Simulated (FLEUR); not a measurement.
The system is NaI.

```
I Na
1.0
     0.00000    3.23640    3.23640
     3.23640    0.00000    3.23640
     3.23640    3.23640    0.00000
I Na
1 1
Direct
  0.50000 0.50000 0.50000
  0.00000 0.00000 0.00000
```

Base run:

```yaml
Program: FLEUR MaX-R8.1 (later development tree)
Functional: r2SCAN
Potentials_or_basis: all-electron
Basis: FLAPW
Kmax: 4.1 1/bohr
k_mesh: 7 × 7 × 7
Occupations: fermi-dirac, width 0.05 eV
Spin: no spin polarisation
```

Its results: band gap on the k mesh 4.40 eV, direct.

The run is repeated on the same cell with these changes: functional from r2SCAN to LDA. What comes out?

Band gap on the k mesh 3.33 eV, direct.

r2SCAN gives the wider gap, since meta-GGAs in the generalised Kohn-Sham scheme recover part of the derivative discontinuity.

Caveats: spin-orbit coupling is left out, which moves the levels of the heavy elements; the meta-GGA is that of a development version, with a GGA for the radial functions and cores and without core tails (some runs).

Not every run made on this cell is shown here.
